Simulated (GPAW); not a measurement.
Here is a GPAW 26.7.0 calculation.

File run.py:

```python
from ase import Atoms
from ase.dft.bandgap import bandgap
from ase.io import write
from ase.units import Bohr, GPa
from gpaw import GPAW, PW
from gpaw.elf import elf_from_dft_calculation

atoms = Atoms(['Si', 'Si', 'Si', 'Si', 'Si', 'Si', 'C', 'C', 'C', 'C', 'C', 'C'],
              cell=[[3.095, 0.0, 0.0],
                    [-1.5475, 2.6803486247, 0.0],
                    [0.0, 0.0, 15.17]],
              scaled_positions=[[0.6666666667, 0.3333333333, 0.4583],
                                [0.3333333333, 0.6666666667, 0.9583],
                                [0.6666666667, 0.3333333333, 0.7917],
                                [0.3333333333, 0.6666666667, 0.2917],
                                [0.0, 0.0, 0.625],
                                [0.0, 0.0, 0.125],
                                [0.6666666667, 0.3333333333, 0.3333],
                                [0.3333333333, 0.6666666667, 0.8333],
                                [0.6666666667, 0.3333333333, 0.6667],
                                [0.3333333333, 0.6666666667, 0.1667],
                                [0.0, 0.0, 0.5],
                                [0.0, 0.0, 0.0]],
              pbc=True)

calc = GPAW(mode=PW(800),
            xc='PBE',
            kpts={'size': (10, 10, 2), 'gamma': True},
            occupations={'name': 'methfessel-paxton', 'order': 0, 'width': 0.014},
            nbands=46,
            convergence={'density': 1e-05, 'energy': 1e-05},
            maxiter=150,
            txt='gpaw.txt')
atoms.calc = calc
energy = atoms.get_potential_energy()
forces = atoms.get_forces()
stress = atoms.get_stress()
calc.write('gs.gpw')
write('result.traj', atoms)
print(f'Energy: {energy:.6f} eV')
print('Forces (eV/A):')
print(forces.round(4))
print('Stress (GPa):', (stress / GPa).round(3))
print('Fermi level:', round(calc.get_fermi_level(), 4), 'eV')
print(f'Gap: {bandgap(calc)[0]:.4f} eV, direct: {bandgap(calc, direct=True)[0]:.4f} eV')

# fields on the real-space grid
write('density.cube', atoms, data=calc.get_pseudo_density() * Bohr**3)
write('potential.cube', atoms, data=calc.get_electrostatic_potential())
write('elf.cube', atoms, data=elf_from_dft_calculation(calc).data)
```

Potentials or basis: GPAW PAW data sets (gpaw-data 1.2.1), pw.

The run is started by

```bash
$ OMP_NUM_THREADS=1 python run.py
```

Q: Estimate the band gap on the k mesh.

A: 2.02 eV, indirect (least direct gap 3.11 eV).

Q: Predict the pressure.

A: 1.4 GPa.

Stress tensor (GPa, compression positive):
```
1.15 0.00 0.00
0.00 1.15 0.00
0.00 0.00 1.94
```

A k mesh can miss the band edges. Expect the measured gap to be larger: semilocal functionals such as PBE lack the derivative discontinuity.
